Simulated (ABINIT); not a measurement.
H:

```
H
1.0
     2.64964    0.00000    0.00000
     0.00000    2.64964    0.00000
     0.00000    0.00000    0.98049
H
1
Cartesian
  0.0000 0.0000 0.4902
```

| Item | Value |
| --- | --- |
| Program | ABINIT 10.8.3 (patched build) |
| Task | single point |
| Functional | PBE |
| Potentials or basis | JTH PAW PBE v2.0 |
| Cutoff | 680 eV |
| k mesh | 10 × 10 × 26 |
| Occupations | fermi-dirac, width 0.05 eV |
| Spin | no spin polarisation |

On this cell: pressure 1.8 GPa.

The same run follows on a disturbed copy (cell strained at random at fixed volume):

```
CELL_PARAMETERS angstrom
2.64639 0.01641 0.00863
0.01641 2.67470 0.02215
0.00319 0.00820 0.97261
ATOMIC_POSITIONS crystal
H 0.00594 0.00887 0.47712
```

Task: What changes?

Result: The energy (extrapolated to zero smearing) moves by -0.2 meV/atom; pressure 2.6 GPa.

Stress tensor (GPa, compression positive):
```
2.54 0.03 0.00
0.03 2.29 0.01
0.00 0.01 3.01
```

Caveats: the atomic spheres overlap.
